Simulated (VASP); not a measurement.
# EuO (Fm-3m) in VASP: further runs

The runs below take EuO through single point, with PBE+U.

All numbers are computed with VASP 6.6.1; they aren't measurements. Logs are shortened: lines on timing, memory, paths and dates and some standing lists are left out, and cuts for length are marked.

## (1) The crystal as given

Symmetry: Fm-3m, No. 225, cubic system. Conventional cell: a = 5.144 Å, b = 5.144 Å, c = 5.144 Å, α = 90.00°, β = 90.00°, γ = 90.00°. Eu (site symmetry m-3m) has 6 O at 2.57 Å as nearest neighbours. O (site symmetry m-3m) is surrounded by 6 Eu at 2.57 Å.

The cell was built by a generator and isn't the measured one.

## (2) Single point, PBE+U, collinear spin, typed start

INCAR reads:

```
SYSTEM = EuO
PREC = Accurate ; ENCUT = 520
EDIFF = 1E-6 ; ISMEAR = 0
SIGMA = 0.05 ; LREAL = .False.
LASPH = .True. ; NELM = 150
ALGO = Normal ; ISIF = 2
LWAVE = .False. ; LCHARG = .True.
ISPIN = 2 ; MAGMOM = 7 0
LORBIT = 11 ; LMAXMIX = 6
LDAU = .True. ; LDAUTYPE = 2
LDAUL = 3 -1 ; LDAUU = 7 0
LDAUJ = 0 0 ; LDAUPRINT = 1
GGA = PE ; LELF = .True.
LVHAR = .True. ; NBANDS = 22
```

KPOINTS reads:

```
Automatic mesh
0
Gamma
  6 6 6
  0 0 0
```

POSCAR reads:

```
EuO
1.0
    0.0000000000      2.5719519700      2.5719519700
    2.5719519700      0.0000000000      2.5719519700
    2.5719519700      2.5719519700      0.0000000000
Eu O
1 1
Direct
    0.5000000000      0.5000000000      0.5000000000
    0.0000000000      0.0000000000      0.0000000000
```

Potentials or basis: VASP PAW PBE potentials, release 64 (Eu, O).

Run with:

```bash
$ cat potpaw_PBE.64/Eu/POTCAR potpaw_PBE.64/O/POTCAR > POTCAR
$ mpirun -np 1 vasp_std > vasp.out
```

OUTCAR:

```text
SYSTEM = EuO
   PREC = Accurate
   ENCUT = 520
   EDIFF = 1E-6
   ISMEAR = 0
   LREAL = .False.
   LASPH = .True.
   NELM = 150
   ISIF = 2
   ISPIN = 2
   LORBIT = 11
   GGA = PE

 ion  position               nearest neighbor table
   1  0.500  0.500  0.500-   2 2.57   2 2.57   2 2.57   2 2.57   2 2.57   2 2.57
   2  0.000  0.000  0.000-   1 2.57   1 2.57   1 2.57   1 2.57   1 2.57   1 2.57

  LATTYP: Found a face centered cubic cell.
 ALAT       =     5.1439039400

  Lattice vectors:

 A1 = (   0.0000000000,   2.5719519700,   2.5719519700)
 A2 = (   2.5719519700,   0.0000000000,   2.5719519700)
 A3 = (   2.5719519700,   2.5719519700,   0.0000000000)

Analysis of symmetry for initial positions (statically):
=====================================================================
 Subroutine PRICEL returns:
 Original cell was already a primitive cell.

 Routine SETGRP: Setting up the symmetry group for a
 face centered cubic supercell.

 Subroutine GETGRP returns: Found 48 space group operations
 (whereof 48 operations were pure point group operations)
 out of a pool of 48 trial point group operations.

The static configuration has the point symmetry O_h .

Analysis of symmetry for dynamics (positions and initial velocities):
=====================================================================
 Subroutine PRICEL returns:
 Original cell was already a primitive cell.

 Routine SETGRP: Setting up the symmetry group for a
 face centered cubic supercell.

 Subroutine GETGRP returns: Found 48 space group operations
 (whereof 48 operations were pure point group operations)
 out of a pool of 48 trial point group operations.

The dynamic configuration has the point symmetry O_h .

Analysis of structural, dynamic, and magnetic symmetry:
=====================================================================
 Subroutine PRICEL returns:
 Original cell was already a primitive cell.

 Routine SETGRP: Setting up the symmetry group for a
 face centered cubic supercell.

 Subroutine GETGRP returns: Found 48 space group operations
 (whereof 48 operations were pure point group operations)
 out of a pool of 48 trial point group operations.

The overall configuration has the point symmetry O_h .

 Subroutine INISYM returns: Found 48 space group operations
 (whereof 48 operations are pure point group operations),
 and found     1 'primitive' translations

----------------------------------------------------------------------------------------

                                     Primitive cell

  volume of cell :      34.0266

  direct lattice vectors                    reciprocal lattice vectors
     0.000000000  2.571951970  2.571951970    -0.194404875  0.194404875  0.194404875
     2.571951970  0.000000000  2.571951970     0.194404875 -0.194404875  0.194404875
     2.571951970  2.571951970  0.000000000     0.194404875  0.194404875 -0.194404875

  length of vectors
[... 122 lines left out ...]
  0.0000  0.9670 -0.0000  0.0000  0.0000 -0.0000  0.0000
  0.0000 -0.0000  0.9771  0.0000 -0.0000 -0.0000  0.0000
  0.0000  0.0000  0.0000  0.9771  0.0000  0.0000 -0.0000
 -0.0000  0.0000 -0.0000  0.0000  0.9771 -0.0000 -0.0000
  0.0000 -0.0000 -0.0000  0.0000 -0.0000  0.9771  0.0000
  0.0000  0.0000  0.0000 -0.0000 -0.0000  0.0000  0.9771

spin component  2

  0.0032 -0.0000  0.0015  0.0000  0.0000 -0.0000 -0.0000
 -0.0000  0.0000 -0.0000 -0.0000 -0.0000  0.0000 -0.0000
  0.0015 -0.0000  0.0024 -0.0000 -0.0000  0.0000 -0.0000
  0.0000 -0.0000 -0.0000  0.0043 -0.0000 -0.0000 -0.0000
  0.0000 -0.0000 -0.0000 -0.0000  0.0024  0.0000 -0.0015
 -0.0000  0.0000  0.0000 -0.0000  0.0000  0.0012 -0.0000
 -0.0000 -0.0000 -0.0000 -0.0000 -0.0015 -0.0000  0.0032

 occupancies and eigenvectors

  o =  0.0000  v =  0.0000  0.0000  0.0000  0.0000  0.0000  0.0000  0.0000  0.0000 -1.0000 -0.0000 -0.0000 -0.0000  0.0000 -0.0000      0.0000  0.0000  0.0000  0.0000  0.0000  0.0000  0.0000  0.0000  0.0000  0.0000  0.0000  0.0000  0.0000  0.0000
  o =  0.0012  v =  0.0000  0.0000  0.0000  0.0000  0.0000  0.0000  0.0000 -0.0010 -0.0000  0.0013  0.0000  0.7906 -0.0001  0.6124      0.0000  0.0000  0.0000  0.0000  0.0000  0.0000  0.0000  0.0000  0.0000  0.0000  0.0000  0.0000  0.0000  0.0000
  o =  0.0012  v =  0.0000  0.0000  0.0000  0.0000  0.0000  0.0000  0.0000  0.6124  0.0000 -0.7906 -0.0000  0.0013  0.0039  0.0010      0.0000  0.0000  0.0000  0.0000  0.0000  0.0000  0.0000  0.0000  0.0000  0.0000  0.0000  0.0000  0.0000  0.0000
  o =  0.0012  v =  0.0000  0.0000  0.0000  0.0000  0.0000  0.0000  0.0000  0.0024 -0.0000 -0.0031 -0.0000 -0.0001 -1.0000 -0.0000      0.0000  0.0000  0.0000  0.0000  0.0000  0.0000  0.0000  0.0000  0.0000  0.0000  0.0000  0.0000  0.0000  0.0000
  o =  0.0043  v =  0.0000  0.0000  0.0000  0.0000  0.0000  0.0000  0.0000 -0.0001 -0.0000 -0.0001  1.0000  0.0002 -0.0000 -0.0003      0.0000  0.0000  0.0000  0.0000  0.0000  0.0000  0.0000  0.0000  0.0000  0.0000  0.0000  0.0000  0.0000  0.0000
  o =  0.0043  v =  0.0000  0.0000  0.0000  0.0000  0.0000  0.0000  0.0000 -0.0043  0.0000 -0.0033 -0.0004  0.6124  0.0000 -0.7906      0.0000  0.0000  0.0000  0.0000  0.0000  0.0000  0.0000  0.0000  0.0000  0.0000  0.0000  0.0000  0.0000  0.0000
  o =  0.0043  v =  0.0000  0.0000  0.0000  0.0000  0.0000  0.0000  0.0000  0.7906 -0.0000  0.6124  0.0001  0.0033  0.0000 -0.0043      0.0000  0.0000  0.0000  0.0000  0.0000  0.0000  0.0000  0.0000  0.0000  0.0000  0.0000  0.0000  0.0000  0.0000
  o =  0.9670  v = -0.0000 -1.0000 -0.0000  0.0000  0.0000 -0.0000  0.0000  0.0000  0.0000  0.0000  0.0000  0.0000  0.0000  0.0000      0.0000  0.0000  0.0000  0.0000  0.0000  0.0000  0.0000  0.0000  0.0000  0.0000  0.0000  0.0000  0.0000  0.0000
  o =  0.9771  v = -0.0011 -0.0000  0.0015  0.0000  0.0683  0.9963  0.0529  0.0000  0.0000  0.0000  0.0000  0.0000  0.0000  0.0000      0.0000  0.0000  0.0000  0.0000  0.0000  0.0000  0.0000  0.0000  0.0000  0.0000  0.0000  0.0000  0.0000  0.0000
  o =  0.9771  v =  0.6124  0.0000 -0.7906 -0.0000  0.0006  0.0018  0.0005  0.0000  0.0000  0.0000  0.0000  0.0000  0.0000  0.0000      0.0000  0.0000  0.0000  0.0000  0.0000  0.0000  0.0000  0.0000  0.0000  0.0000  0.0000  0.0000  0.0000  0.0000
  o =  0.9771  v = -0.0004  0.0000  0.0005  0.0000  0.7876 -0.0864  0.6101  0.0000  0.0000  0.0000  0.0000  0.0000  0.0000  0.0000      0.0000  0.0000  0.0000  0.0000  0.0000  0.0000  0.0000  0.0000  0.0000  0.0000  0.0000  0.0000  0.0000  0.0000
  o =  0.9771  v = -0.0017  0.0000 -0.0013  0.9981  0.0378 -0.0000 -0.0488  0.0000  0.0000  0.0000  0.0000  0.0000  0.0000  0.0000      0.0000  0.0000  0.0000  0.0000  0.0000  0.0000  0.0000  0.0000  0.0000  0.0000  0.0000  0.0000  0.0000  0.0000
  o =  0.9771  v =  0.7906 -0.0000  0.6124  0.0024 -0.0026 -0.0000  0.0034  0.0000  0.0000  0.0000  0.0000  0.0000  0.0000  0.0000      0.0000  0.0000  0.0000  0.0000  0.0000  0.0000  0.0000  0.0000  0.0000  0.0000  0.0000  0.0000  0.0000  0.0000
  o =  0.9771  v =  0.0035 -0.0000  0.0027 -0.0617  0.6112 -0.0000 -0.7891  0.0000  0.0000  0.0000  0.0000  0.0000  0.0000  0.0000      0.0000  0.0000  0.0000  0.0000  0.0000  0.0000  0.0000  0.0000  0.0000  0.0000  0.0000  0.0000  0.0000  0.0000

 number of electron      22.9999993 magnetization       6.9999994

 Free energy of the ion-electron system (eV)
  ---------------------------------------------------
  ext. energy  EPLUGINS =         0.00000000
  ---------------------------------------------------
  free energy    TOTEN  =       -21.03180292 eV

  energy without entropy =      -21.03180259  energy(sigma->0) =      -21.03180275

 E-fermi :   3.5377     XC(G=0): -10.7428

 val. band max:        3.4046246319   @ k =   0.0000   0.0000   0.0000
 cond. band min:       3.6708360669   @ k =   0.5000   0.5000   0.0000
 fundamental gap:      0.2662114350
 Fermi energy:         3.5377302003

 spin component 1

 k-point     1 :       0.0000    0.0000    0.0000
  band No.  band energies     occupation
      1     -35.9278      1.00000
      2     -14.5190      1.00000
      3     -14.5190      1.00000
      4     -14.5190      1.00000
      5     -13.9607      1.00000
      6       0.5903      1.00000
[... 389 lines left out ...]
     21      13.6820      0.00000
     22      14.5469      0.00000
 Fermi energy:         3.5377302003

 spin component 2

 k-point     1 :       0.0000    0.0000    0.0000
  band No.  band energies     occupation
      1     -32.8198      1.00000
      2     -14.0418      1.00000
      3     -12.1966      1.00000
      4     -12.1966      1.00000
      5     -12.1966      1.00000
      6       1.0710      1.00000
[... 389 lines left out ...]
     21      15.5842      0.00000
     22      16.4021      0.00000

------------------------ aborting loop because EDIFF is reached ----------------------------------------

  FORCE on cell =-STRESS in cart. coord.  units (eV):
  Direction    XX          YY          ZZ          XY          YZ          ZX
  --------------------------------------------------------------------------------------
  -------------------------------------------------------------------------------------
  Total        0.4225011      0.4225011      0.4225011     -0.0000000      0.0000000      0.0000000
  in kB       19.8938964     19.8938964     19.8938964     -0.0000000      0.0000000      0.0000000
  external PRESSURE =      19.8938964 kB  Pullay stress =       0.0000000 kB

 VOLUME and BASIS-vectors are now :
 -----------------------------------------------------------------------------
  energy-cutoff  :      520.00
  volume of cell :       34.03
      direct lattice vectors                 reciprocal lattice vectors
     0.000000000  2.571951970  2.571951970    -0.194404875  0.194404875  0.194404875
     2.571951970  0.000000000  2.571951970     0.194404875 -0.194404875  0.194404875
     2.571951970  2.571951970  0.000000000     0.194404875  0.194404875 -0.194404875

 POSITION                                       TOTAL-FORCE (eV/Angst)
 -----------------------------------------------------------------------------------
      2.57195      2.57195      2.57195         0.000000     -0.000000     -0.000000
      0.00000      0.00000      0.00000        -0.000000      0.000000      0.000000
 -----------------------------------------------------------------------------------
    total drift:                                0.000000      0.000000      0.000000

  FREE ENERGIE OF THE ION-ELECTRON SYSTEM (eV)
  ---------------------------------------------------
  free  energy   TOTEN  =       -21.0318029165 eV

  energy  without entropy=      -21.0318025890  energy(sigma->0) =      -21.03180275

 total charge

# of ion       s       p       d       f       tot
--------------------------------------------------
    1        2.033   5.807   0.295   6.837  14.973
    2        1.555   3.409   0.000   0.000   4.963
--------------------------------------------------
tot          3.588   9.216   0.295   6.837  19.936

 magnetization (x)

# of ion       s       p       d       f       tot
--------------------------------------------------
    1       -0.014  -0.114   0.062   6.806   6.739
    2       -0.005  -0.086   0.000   0.000  -0.090
--------------------------------------------------
tot         -0.019  -0.200   0.062   6.806   6.649
```

Wall time 41 s (1 thread of Intel Xeon Platinum 8488C (Sapphire Rapids), shared host); peak memory 0.19 GiB.

What came out:

```yaml
Free_energy: -21.0318 eV
Pressure: 2.0 GPa
Band_gap_on_the_k_mesh: 0.27 eV, indirect (least direct gap 0.45 eV)
Net_moment: 7.00 μB per cell
Site_moments: Eu +6.74; O -0.09 μB
Valence_electrons_inside_the_program's_atomic_spheres: Eu 14.97; O 4.96
```

Eigenvalues of the final occupation matrices:
```
    site  spin  trace                         eigenvalues
site 1 f     1   6.83  0.97 0.98 0.98 0.98 0.98 0.98 0.98
site 1 f     2   0.02  0.00 0.00 0.00 0.00 0.00 0.00 0.00
```

Caveat: spin-orbit coupling is left out, which moves the levels of the heavy elements; a cell with one magnetic atom can't hold antiferromagnetic order, which such compounds often take.

## (3) Single point, PBE+U, collinear spin, twin_end start

INCAR reads:

```
ALGO     = Fast           # electronic algorithm
EDIFF    = 1E-6           # SCF threshold, eV
ENCUT    = 520            # plane-wave cutoff, eV
GGA      = PE             # functional
ISIF     = 2              # what is computed and relaxed
ISMEAR   = 0              # smearing method
ISPIN    = 2              # spin polarisation
LASPH    = True           # aspherical terms in the spheres
LCHARG   = False          # write CHGCAR
LDAU     = True           # DFT+U
LDAUJ    = 0 0          
LDAUL    = 3 -1           # shell
LDAUPRINT= 1            
LDAUTYPE = 2            
LDAUU    = 7 0            # U, eV
LMAXMIX  = 6              # l up to which the mixer works
LORBIT   = 11             # projections on sites
LREAL    = False          # projectors in reciprocal space
LWAVE    = False          # write WAVECAR
MAGMOM   = 7.44 -0.09     # initial moments
NBANDS   = 22             # bands
NELM     = 150            # most SCF steps
NUPDOWN  = 7.0            # fixed moment
PREC     = Accurate       # precision mode
SIGMA    = 0.05           # smearing width, eV
```

KPOINTS reads:

```
k-points
0
Gamma
  6 6 6
```

POSCAR is that of step 2.

Potentials or basis: VASP PAW PBE potentials, release 64 (Eu, O).

Run with:

```bash
$ cat potpaw_PBE.64/Eu/POTCAR potpaw_PBE.64/O/POTCAR > POTCAR
$ mpirun -np 1 vasp_std > vasp.out
```

OUTCAR:

```text
EDIFF = 1E-6
   ENCUT = 520
   GGA = PE
   ISIF = 2
   ISMEAR = 0
   ISPIN = 2
   LASPH = True
   LORBIT = 11
   LREAL = False
   NELM = 150
   NUPDOWN = 7.0
   PREC = Accurate

 ion  position               nearest neighbor table
   1  0.500  0.500  0.500-   2 2.57   2 2.57   2 2.57   2 2.57   2 2.57   2 2.57
   2  0.000  0.000  0.000-   1 2.57   1 2.57   1 2.57   1 2.57   1 2.57   1 2.57

  LATTYP: Found a face centered cubic cell.
 ALAT       =     5.1439039400

  Lattice vectors:
[... 1051 lines left out ...]
  external PRESSURE =      19.7755489 kB  Pullay stress =       0.0000000 kB

 VOLUME and BASIS-vectors are now :
 -----------------------------------------------------------------------------
  energy-cutoff  :      520.00
  volume of cell :       34.03
      direct lattice vectors                 reciprocal lattice vectors
     0.000000000  2.571951970  2.571951970    -0.194404875  0.194404875  0.194404875
     2.571951970  0.000000000  2.571951970     0.194404875 -0.194404875  0.194404875
     2.571951970  2.571951970  0.000000000     0.194404875  0.194404875 -0.194404875

 POSITION                                       TOTAL-FORCE (eV/Angst)
 -----------------------------------------------------------------------------------
      2.57195      2.57195      2.57195        -0.000000      0.000000     -0.000000
      0.00000      0.00000      0.00000         0.000000     -0.000000      0.000000
 -----------------------------------------------------------------------------------
    total drift:                                0.000000      0.000000      0.000000

  FREE ENERGIE OF THE ION-ELECTRON SYSTEM (eV)
  ---------------------------------------------------
  free  energy   TOTEN  =       -21.0318002995 eV

  energy  without entropy=      -21.0317999756  energy(sigma->0) =      -21.03180014

 total charge

# of ion       s       p       d       f       tot
--------------------------------------------------
    1        2.033   5.807   0.295   6.837  14.973
    2        1.555   3.409   0.000   0.000   4.963
--------------------------------------------------
tot          3.588   9.216   0.295   6.837  19.936

 magnetization (x)

# of ion       s       p       d       f       tot
--------------------------------------------------
    1       -0.014  -0.115   0.062   6.806   6.739
    2       -0.005  -0.086   0.000   0.000  -0.090
--------------------------------------------------
tot         -0.019  -0.200   0.062   6.806   6.649
```

stdout:

```text
POSCAR found type information on POSCAR EuO
 POSCAR found :  2 types and       2 ions
 scaLAPACK will be used
 LDA part: xc-table for (Slater+PW92), standard interpolation
 POSCAR, INCAR and KPOINTS ok, starting setup
 FFT: planning ... GRIDC
 FFT: planning ... GRID_SOFT
 FFT: planning ... GRID
 WAVECAR not read
 entering main loop
WARNING in EDDRMM: call to ZHEGV failed, returncode =   8  4      5
WARNING in EDDRMM: call to ZHEGV failed, returncode =   8  4      5
WARNING in EDDRMM: call to ZHEGV failed, returncode =   8  4      5
```

Run time: 77 s. Hardware: 1 thread of Intel Xeon Platinum 8488C (Sapphire Rapids), shared host; peak memory 0.19 GiB.

What came out:

```yaml
Free_energy: -21.0318 eV
Pressure: 2.0 GPa
Net_moment: 7.00 μB per cell
Site_moments: Eu +6.74; O -0.09 μB
Valence_electrons_inside_the_program's_atomic_spheres: Eu 14.97; O 4.96
```

Eigenvalues of the final occupation matrices:
| site | spin | trace | eigenvalues |
| --- | --- | --- | --- |
| site 1 f | 1 | 6.83 | 0.97 0.98 0.98 0.98 0.98 0.98 0.98 |
| site 1 f | 2 | 0.02 | 0.00 0.00 0.00 0.00 0.00 0.00 0.00 |

Caveat: spin-orbit coupling is left out, which moves the levels of the heavy elements; the total moment is fixed, so each spin has its own Fermi level; a cell with one magnetic atom can't hold antiferromagnetic order, which such compounds often take. The state reached can hang on the start; a lower one may exist.
